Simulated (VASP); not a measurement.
# WS2 (R3m) in VASP: further runs

Runs on WS2. Level: PBEsol. Tasks: single point.

Program: VASP 6.6.1. These are calculated values, not measurements. Logs are shortened: lines on timing, memory, paths and dates and some standing lists are left out, and cuts for length are marked.

### Step 1. The structure

The structure is trigonal, space group R3m (No. 160). The conventional cell has a = 3.158 Å, b = 3.158 Å, c = 18.490 Å, α = 90.00°, β = 90.00°, γ = 120.00°. Around W (site symmetry 3m) lie 6 S at 2.39 to 2.42 Å. S (site symmetry 3m) is surrounded by 3 W at 2.42 Å. S (site symmetry 3m) is surrounded by 3 W at 2.39 Å.

Measurements of this composition are mostly on another form, of space group No. 194.

### Step 2. Single point, PBEsol, spin-orbit coupling, no magnetisation

Input file INCAR:

```
PREC     = Accurate       # precision mode
ENCUT    = 520            # plane-wave cutoff, eV
EDIFF    = 1E-7           # SCF threshold, eV
ISMEAR   = 0              # smearing method
SIGMA    = 0.02           # smearing width, eV
LREAL    = False          # projectors in reciprocal space
LASPH    = True           # aspherical terms in the spheres
NELM     = 100            # most SCF steps
ALGO     = Normal         # electronic algorithm
ISIF     = 2              # what is computed and relaxed
LWAVE    = False          # write WAVECAR
LCHARG   = False          # write CHGCAR
MAGMOM   = 0 0 0 0 0 0 0 0 0 # initial moments
LORBIT   = 11             # projections on sites
LSORBIT  = True           # spin-orbit coupling
GGA_COMPAT= False        
LMAXMIX  = 4              # l up to which the mixer works
GGA      = PS             # functional
NBANDS   = 42             # bands
```

Input file KPOINTS:

```
regular mesh
0
Gamma
  3 3 3
```

Input file POSCAR:

```
WS2
1.0
    1.5790000000      0.9116360751      6.1633333333
   -1.5790000000      0.9116360751      6.1633333333
    0.0000000000     -1.8232721501      6.1633333333
W S
1 2
Direct
    0.0000000000      0.0000000000      0.0000000000
    0.5810000000      0.5810000000      0.5810000000
    0.7503000000      0.7503000000      0.7503000000
```

Potentials or basis: VASP PAW PBE potentials, release 64 (W_sv, S).

Started as:

```console
> cat potpaw_PBE.64/W_sv/POTCAR potpaw_PBE.64/S/POTCAR > POTCAR
> mpirun -np 1 vasp_ncl > vasp.out
```

OUTCAR:

```text
PREC = Accurate
   ENCUT = 520
   EDIFF = 1E-7
   ISMEAR = 0
   LREAL = False
   LASPH = True
   NELM = 100
   ISIF = 2
   LORBIT = 11
   LSORBIT = True
   GGA = PS

 Found     10 irreducible k-points:

 Following reciprocal coordinates:
            Coordinates               Weight
  0.000000  0.000000  0.000000      1.000000
  0.333333  0.000000  0.000000      3.000000
 -0.333333  0.000000 -0.000000      3.000000
  0.333333  0.333333  0.000000      3.000000
 -0.333333 -0.333333 -0.000000      3.000000
 -0.333333  0.333333  0.000000      6.000000
   k-points           NKPTS =     10   k-points in BZ     NKDIM =     10   number of bands    NBANDS=     42
   number of dos      NEDOS =    301   number of ions     NIONS =      3
   total plane-waves  NPLWV = 110592
   dimension x,y,z NGX =    48 NGY =   48 NGZ =   48
   dimension x,y,z NGXF=    96 NGYF=   96 NGZF=   96
   ions per type =               1   2
   NGX,Y,Z   is equivalent  to a cutoff of  12.42, 12.42, 12.42 a.u.
   NGXF,Y,Z  is equivalent  to a cutoff of  24.83, 24.83, 24.83 a.u.
 SYSTEM =  unknown system
   PREC   = accura    normal or accurate (medium, high low for compatibility)
   ISTART =      0    job   : 0-new  1-cont  2-samecut
   ICHARG =      2    charge: 1-file 2-atom 10-const
   ISPIN  =      1    spin polarized calculation?
   LNONCOLLINEAR =      T non collinear calculations
   LSORBIT =      T    spin-orbit coupling
   LASPH  =      T    aspherical Exc in radial PAW
   ENCUT  =  520.0 eV  38.22 Ry    6.18 a.u.  11.95 11.95 11.95*2*pi/ulx,y,z
   NELM   =    100;   NELMIN=  2; NELMDL= -5     # of ELM steps
   EDIFF  = 0.1E-06   stopping-criterion for ELM
   LREAL  =      F    real-space projection
   EDIFFG = 0.1E-05   stopping-criterion for IOM
   NSW    =      0    number of steps for IOM
   IBRION =     -1    ionic relax: 0-MD 1-quasi-New 2-CG
   NFREE  =      0    steps in history (QN), initial steepest desc. (CG)
   ISIF   =      2    stress and relaxation
   ISYM   =      2    0-nonsym 1-usesym 2-fastsym
   POTIM  = 0.5000    time-step for ionic-motion
   TEBEG  =    0.0;   TEEND  =   0.0 temperature during run
   PSTRESS=    0.0 pullay stress
   NELECT =      26.0000    total number of electrons
   NUPDOWN=      -1.0000    fix difference up-down
   EMIN   =  10.00;   EMAX   =-10.00  energy-range for DOS
   EFERMI =   0.00;   METHOD = LEGACY
   ISMEAR =     0;   SIGMA  =   0.02  broadening in eV -4-tet -1-fermi 0-gaus
   EFERMI_NEDOS =   21; number of points for ismear=-14 and -15
   IALGO  =     38    algorithm
   IMIX   =      4    mixing-type and parameters
     AMIX     =   0.40;   BMIX     =  1.00
     AMIX_MAG =   1.60;   BMIX_MAG =  1.00
[... 296 lines left out ...]
  Total        0.0485311      0.0485311     -0.1858877      0.0000000     -0.0000000     -0.0000000
  in kB        1.4606984      1.4606984     -5.5948800      0.0000000     -0.0000000     -0.0000000
  external PRESSURE =      -0.8911611 kB  Pullay stress =       0.0000000 kB

 VOLUME and BASIS-vectors are now :
 -----------------------------------------------------------------------------
  energy-cutoff  :      520.00
  volume of cell :       53.23
      direct lattice vectors                 reciprocal lattice vectors
     1.579000000  0.911636075  6.163333333     0.316656111  0.182821491  0.054083288
    -1.579000000  0.911636075  6.163333333    -0.316656111  0.182821491  0.054083288
     0.000000000 -1.823272150  6.163333333     0.000000000 -0.365642982  0.054083288

 POSITION                                       TOTAL-FORCE (eV/Angst)
 -----------------------------------------------------------------------------------
      0.00000      0.00000      0.00000         0.000000     -0.000000     -0.590871
      0.00000      0.00000     10.74269         0.000000      0.000000      0.569508
      0.00000      0.00000     13.87305         0.000000      0.000000      0.021363
 -----------------------------------------------------------------------------------
    total drift:                               -0.000000     -0.000000     -0.000016

  FREE ENERGIE OF THE ION-ELECTRON SYSTEM (eV)
  ---------------------------------------------------
  free  energy   TOTEN  =       -25.9615314873 eV

  energy  without entropy=      -25.9615314873  energy(sigma->0) =      -25.96153149

 Spin-Orbit-Coupling matrix elements

 Ion:    1  E_soc:     -1.4930636
 l=   1
     0.0000000    -0.2229272    -0.2230254
    -0.2229272     0.0000000    -0.2229272
    -0.2230254    -0.2229272     0.0000000
 l=   2
     0.0000000    -0.0050816     0.0000000    -0.0050816    -0.0222367
    -0.0050816     0.0000000    -0.0153595    -0.0043701    -0.0050816
     0.0000000    -0.0153595     0.0000000    -0.0153595     0.0000000
    -0.0050816    -0.0043701    -0.0153595     0.0000000    -0.0050816
    -0.0222367    -0.0050816     0.0000000    -0.0050816     0.0000000
 l=   3
     0.0000000     0.0000000     0.0000000     0.0000000     0.0000000     0.0000000     0.0000000
     0.0000000     0.0000000     0.0000000     0.0000000     0.0000000     0.0000000     0.0000000
     0.0000000     0.0000000     0.0000000     0.0000000     0.0000000     0.0000000     0.0000000
     0.0000000     0.0000000     0.0000000     0.0000000     0.0000000     0.0000000     0.0000000
[... 29 lines left out ...]
 l=   2
     0.0000000     0.0000000     0.0000000     0.0000000     0.0000000
     0.0000000     0.0000000     0.0000000     0.0000000     0.0000000
     0.0000000     0.0000000     0.0000000     0.0000000     0.0000000
     0.0000000     0.0000000     0.0000000     0.0000000     0.0000000
     0.0000000     0.0000000     0.0000000     0.0000000     0.0000000
 l=   3
     0.0000000     0.0000000     0.0000000     0.0000000     0.0000000     0.0000000     0.0000000
     0.0000000     0.0000000     0.0000000     0.0000000     0.0000000     0.0000000     0.0000000
     0.0000000     0.0000000     0.0000000     0.0000000     0.0000000     0.0000000     0.0000000
     0.0000000     0.0000000     0.0000000     0.0000000     0.0000000     0.0000000     0.0000000
     0.0000000     0.0000000     0.0000000     0.0000000     0.0000000     0.0000000     0.0000000
     0.0000000     0.0000000     0.0000000     0.0000000     0.0000000     0.0000000     0.0000000
     0.0000000     0.0000000     0.0000000     0.0000000     0.0000000     0.0000000     0.0000000

 total charge

# of ion       s       p       d       tot
------------------------------------------
    1        2.321   6.333   3.440  12.095
    2        1.355   2.335   0.000   3.690
    3        1.352   2.353   0.000   3.705
--------------------------------------------------
tot          5.028  11.022   3.440  19.491

 magnetization (x)

# of ion       s       p       d       tot
------------------------------------------
    1        0.000   0.000   0.000   0.000
    2        0.000  -0.000   0.000  -0.000
    3        0.000   0.000   0.000   0.000
--------------------------------------------------
tot          0.000  -0.000   0.000  -0.000

 magnetization (y)

# of ion       s       p       d       tot
------------------------------------------
    1        0.000   0.000   0.000   0.000
    2        0.000   0.000   0.000   0.000
    3       -0.000   0.000   0.000  -0.000
--------------------------------------------------
tot         -0.000   0.000   0.000  -0.000

 magnetization (z)

# of ion       s       p       d       tot
------------------------------------------
    1        0.000   0.000   0.000   0.000
    2        0.000   0.000   0.000   0.000
    3        0.000   0.000   0.000   0.000
--------------------------------------------------
tot          0.000   0.000   0.000   0.000
```

stdout:

```text
POSCAR found type information on POSCAR W S
 POSCAR found :  2 types and       3 ions
 scaLAPACK will be used
 -----------------------------------------------------------------------------
|                                                                             |
|                                                                             |
|     You enforced a specific xc type in the INCAR file but a different       |
|     I HOPE YOU KNOW WHAT YOU ARE DOING!                                     |
|                                                                             |
 -----------------------------------------------------------------------------

 LDA part: xc-table for (Slater+PW92), standard interpolation
 POSCAR, INCAR and KPOINTS ok, starting setup
 FFT: planning ... GRIDC
 FFT: planning ... GRID_SOFT
 FFT: planning ... GRID
 WAVECAR not read
 entering main loop
```

Run time: 3.7 min. Hardware: 1 thread of Intel Xeon Platinum 8488C (Sapphire Rapids), shared host; peak memory 0.68 GiB.

The run converged, but some of its settings lie outside the range that counts as converged, so its numbers aren't taken as properties of the crystal.

What came out:

```yaml
Free_energy: -25.9615 eV
Pressure: -0.1 GPa
Largest_force: 0.591 eV/Å
Valence_electrons_inside_the_program's_atomic_spheres: W 12.10; S 3.69, 3.71
```

Caveat: the k mesh is coarse (spacing up to 0.77 Å⁻¹), so the values aren't converged; the PAW data sets were made with another functional, which shifts forces and pressure a little.

### Step 3. Single point, PBEsol, spin-orbit coupling, no magnetisation

Changes to INCAR since step 2:

```diff
@@ -1,3 +1,3 @@
 PREC     = Accurate       # precision mode
-ENCUT    = 520            # plane-wave cutoff, eV
+ENCUT    = 280            # plane-wave cutoff, eV
 EDIFF    = 1E-7           # SCF threshold, eV
```

Input file KPOINTS:

```
regular mesh
0
Gamma
  5 5 5
```

POSCAR is that of step 2.

Potentials or basis: VASP PAW PBE potentials, release 64 (W_sv, S).

Started as:

```console
> cat potpaw_PBE.64/W_sv/POTCAR potpaw_PBE.64/S/POTCAR > POTCAR
> mpirun -np 1 vasp_ncl > vasp.out
```

It took 3.7 min on 1 thread of Intel Xeon Platinum 8488C (Sapphire Rapids), shared host; peak memory 0.38 GiB.

These settings aren't checked as converged: the numbers below hold their error.

What came out:

```
Free energy                                           : -26.0018 eV
Largest force                                         : 0.594 eV/Å
Valence electrons inside the program's atomic spheres : W 12.08; S 3.70, 3.72
```

Caveat: the k mesh is coarse (spacing up to 0.46 Å⁻¹), so the values aren't converged; the cutoff is under 1.25 times the usual one of these potentials, so pressure, stress and relaxed cells hold a basis-set (Pulay) error; the PAW data sets were made with another functional, which shifts forces and pressure a little.

### Step 4. Single point, PBEsol, spin-orbit coupling, no magnetisation

Changes to INCAR since step 3:

```diff
@@ -1,3 +1,3 @@
 PREC     = Accurate       # precision mode
-ENCUT    = 280            # plane-wave cutoff, eV
+ENCUT    = 400            # plane-wave cutoff, eV
 EDIFF    = 1E-7           # SCF threshold, eV
```

KPOINTS is that of step 3.

POSCAR is that of step 3.

Started as:

```console
> cat potpaw_PBE.64/W_sv/POTCAR potpaw_PBE.64/S/POTCAR > POTCAR
> mpirun -np 1 vasp_ncl > vasp.out
```

It took 9.1 min on 1 thread of Intel Xeon Platinum 8488C (Sapphire Rapids), shared host; peak memory 0.53 GiB.

The run converged, but some of its settings lie outside the range that counts as converged, so its numbers aren't taken as properties of the crystal.

What came out:

| Item | Value |
| --- | --- |
| Free energy | -26.0220 eV |
| Pressure | -0.3 GPa |
| Largest force | 0.595 eV/Å |
| Valence electrons inside the program's atomic spheres | W 12.08; S 3.69, 3.71 |

Caveat: the k mesh is coarse (spacing up to 0.46 Å⁻¹), so the values aren't converged; the PAW data sets were made with another functional, which shifts forces and pressure a little.

(Continued in part 2 of 2.)
